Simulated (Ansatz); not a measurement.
Method: DFT PBE, scalar-relativistic, plane waves, PAW in Ansatz 0.2.0. All cells share a 420 eV cutoff and Γ-centred k meshes spaced at most about 0.3 Å⁻¹ (about 0.25 or finer for metals, 2π included). No spin polarisation.

Temperature and zero-point effects are left out.

**Question.** Which of these relaxed structures of Al4Cu is the lowest in energy?
A. Space group Im-3m (No. 229), cubic, a = 5.682 Å. Al has 2 Cu at 2.46 Å and 6 Al at 2.84 Å; Cu is surrounded by 8 Al at 2.46 Å.
B. Space group P6_3/mmc (No. 194), hexagonal, a = 2.836 Å, c = 22.232 Å. Around Al on its first site lie 3 Cu at 2.61 Å and 9 Al at 2.84–2.86 Å; Al on its second site has 12 Al at 2.84–2.88 Å; Cu is surrounded by 6 Al at 2.61 Å and 6 Cu at 2.84 Å.
C. Space group I4/m (No. 87), tetragonal, a = 6.222 Å, c = 3.988 Å. Al has 9 Al at 2.75–2.83 Å and 3 Cu at 2.75–2.80 Å; around Cu lie 12 Al at 2.75–2.80 Å.
D. Space group I4/mmm (No. 139), tetragonal, a = 2.833 Å, c = 19.113 Å. Al on its first site has 4 Cu at 2.62 Å, 8 Al at 2.83–2.88 Å and 1 Al at 3.37 Å; Al on its second site has 12 Al at 2.83–2.88 Å; Cu is surrounded by 8 Al at 2.62 Å and 4 Cu at 2.83 Å.

**Answer.** D. The next of these, C, lies 36 meV/atom higher. Counting all near atoms (those within 1.25 times the shortest distance at each site; a plus sign parts nearer from farther groups): D has Al 12, Cu 12; C has Al 12, Cu 12; B has Al 12, Cu 12; A has Al 2+6, Cu 8. All come from invented guesses. Shaken at random and relaxed again, D came back.

The k mesh leaves some 4 meV/atom of noise in the energy of each metallic cell. Cells without such a test can be saddle points. Some structure types and database cells were kept out of the candidates from the start, so a known form may be missing.
